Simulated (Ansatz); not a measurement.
Crystal: TiO.

```xyz
2
Lattice="3.0094 0.0000 0.0000 0.0000 3.0094 0.0000 0.0000 0.0000 3.6804" Properties=species:S:1:pos:R:3 pbc="T T T"
Ti    0.0000    0.0000    0.0000
O     0.0000    0.0000    1.8402
```

The cell was built by a generator and needn't be a form met in nature.

| Property | Result |
| --- | --- |
| Program | Ansatz 0.2.0 |
| Task | relaxation of cell and atoms |
| Functional | PBEsol |
| Potentials or basis | Ansatz PAW |
| Cutoff | 420 eV (not typed: the program's choice for these potentials) |
| k mesh | 9 × 9 × 7 |
| Occupations | fermi-dirac, width 0.05 eV |
| Spin | no spin polarisation |

At the start: volume 16.67 Å³/atom.

Q: Where does the relaxation end?

A: It ends after 7 steps and the volume is 15.90 Å³/atom (-4.6 %); space group P4/mmm (No. 123, to 0.05 Å).

Step by step:
| step | energy change (eV) | largest force (eV/Å) | volume (Å³) |
| --- | --- | --- | --- |
| 1 | 0.0000 | 0.0000 | 33.33 |
| 2 | -0.0141 | 0.0000 | 31.16 |
| 3 | -0.0164 | 0.0000 | 31.94 |
| 4 | -0.0165 | 0.0000 | 31.89 |
| 5 | -0.0138 | 0.0000 | 31.89 |
| 6 | -0.0141 | 0.0000 | 31.79 |
| 7 | -0.0138 | 0.0000 | 31.79 |

Final structure:
```
Ti O
1.0
     2.94989    0.00000    0.00000
     0.00000    2.94989    0.00000
     0.00000    0.00000    3.65369
Ti O
1 1
Cartesian
  0.0000 0.0000 0.0000
  0.0000 0.0000 1.8268
```

Caveat: the plane-wave basis is chosen anew once the cell has moved, so the energies of steps on either side of that aren't comparable; the pressure holds a Pulay correction of +0.4 GPa for the finite cutoff; the PAW data sets come from PBE, with cores solved anew for the run's functional, which leaves a small shift of forces and pressure.
